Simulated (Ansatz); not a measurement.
# Direct or indirect: TiSO sheet (P3m1)

```
CELL_PARAMETERS angstrom
3.17318 0.00000 0.00000
-1.58659 2.74805 0.00000
0.00000 0.00000 28.95474
ATOMIC_POSITIONS crystal
Ti 0.00000 0.00000 0.33464
S 0.33333 0.66667 0.27971
O 0.66667 0.33333 0.36204
```

Method: Ansatz, PBE, independent particles, without spin-orbit coupling, line width 0.15 eV (Gaussian). The band structure gives a fundamental gap of 0.59 eV. The spectrum of vertical transitions near the edge:

| E (eV) | absorbance (%), E ∥ xy |
| --- | --- |
| 0.12 | 0.00 |
| 0.24 | 0.00 |
| 0.36 | 0.04 |
| 0.48 | 0.48 |
| 0.60 | 1.91 |
| 0.72 | 3.38 |
| 0.84 | 3.90 |
| 0.96 | 4.08 |
| 1.08 | 4.29 |
| 1.20 | 4.52 |
| 1.32 | 4.78 |
| 1.44 | 5.11 |
| 1.56 | 5.44 |
| 1.68 | 5.66 |
| 1.80 | 5.85 |

(1) Is the gap direct or indirect, and about where do vertical transitions set in?

Results:

(1) Direct: the band path has its least direct gap at the fundamental one, 0.59 eV, and the curves rise from there. Lines are broadened by 0.15 eV, which spreads the edge.

Cells made by substitution are models, which may or may not match a known phase.

[Logs are printed without paths, hosts, clocks, repeated set-up lines and the standing remarks that a program may print on its own settings, such as how far it seeks lower states.]
